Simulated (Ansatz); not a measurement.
**What a trial cell of Mn relaxes into**

Method: Ansatz 0.2.0, DFT r2SCAN, scalar-relativistic, plane waves, PAW. Cutoff 500 eV, Γ-centred k mesh, Gaussian smearing, no spin polarisation in the final step.

The start puts Mn on the black phosphorus structure type (Cmce, No. 64), at a guessed volume.

```xyz
4
Lattice="1.4804 -4.6961 0.0000 1.4804 4.6961 0.0000 0.0000 0.0000 3.9179" Properties=species:S:1:pos:R:3 pbc="T T T"
Mn    1.4804    3.7757    3.5653
Mn    1.4804   -0.9204    2.3116
Mn    1.4804   -3.7757    0.3526
Mn    1.4804    0.9204    1.6063
```

Cell and atoms relax at zero pressure; the relaxation can't lower the symmetry of the start. After a coarse first stage the cell is made exact in the group found at 0.06 Å.

Energies count from the standard state of Mn at the same level.

**Question.** Describe the relaxed structure.

**Answer.** It ends in Fmmm (No. 69). Conventional cell: a = 2.602 Å, b = 4.176 Å, c = 8.142 Å. Around Mn lie 1 Mn at 1.89 Å.

```xyz
2
Lattice="0.0000 2.0878 4.0712 1.3010 0.0000 4.0712 1.3010 2.0878 0.0000" Properties=species:S:1:pos:R:3 pbc="T T T"
Mn    1.3010    2.0878    7.1962
Mn    1.3010    2.0878    0.9462
```

**Question.** What are its volume, energy, density and gap?

**Answer.** The volume per atom is 11.06 Å³, the density is 8.25 g/cm³ and the energy over the standard structure is 0.74 eV/atom. The gap on the 26×26×26 mesh is 0 eV (a metal).

The final run used a 26×26×26 mesh on its 2-atom cell and 0.10 eV smearing. For metals, differences of a few meV/atom aren't resolved. A structure relaxed within its symmetry needn't be a true minimum.